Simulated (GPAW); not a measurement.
Runs of GPAW 26.7.0 on NaF (Villiaumite). The structure is cubic, space group Fm-3m (No. 225). Conventional cell: a = 4.640 Å, b = 4.640 Å, c = 4.640 Å, α = 90.00°, β = 90.00°, γ = 90.00°. Around Na (site symmetry m-3m) lie 6 F at 2.32 Å. F (site symmetry m-3m) has 6 Na at 2.32 Å as nearest neighbours. 

```tsv
level	potentials or basis	gap on the mesh (eV)	pressure (GPa)
revPBE	the program's PAW data sets (release 1.2.1) made for this functional, pw	6.60	(b)
r2SCAN	GPAW PAW data sets (gpaw-data 1.2.1), pw	7.11	-2.4
PBEsol	PAW data sets generated in the run's folder for this functional, pw	6.16	-1.1
AM05	PAW data sets generated in the run's folder for this functional, pw	6.37	0.2
SCAN	GPAW PAW data sets (gpaw-data 1.2.1), pw	(a)	-3.0
```

Alike in all rows: task band structure; no spin polarisation; cell as given; k mesh 10 × 10 × 10; cutoff (eV) 800; smearing fermi-dirac 0.05 eV.

Q: Estimate the missing entries.

A: (a) 7.00; (b) 3.7.

Caveats: the PAW data sets were made with another functional, which shifts forces and pressure a little (some runs).

Runs at the PBE level aren't shown here.
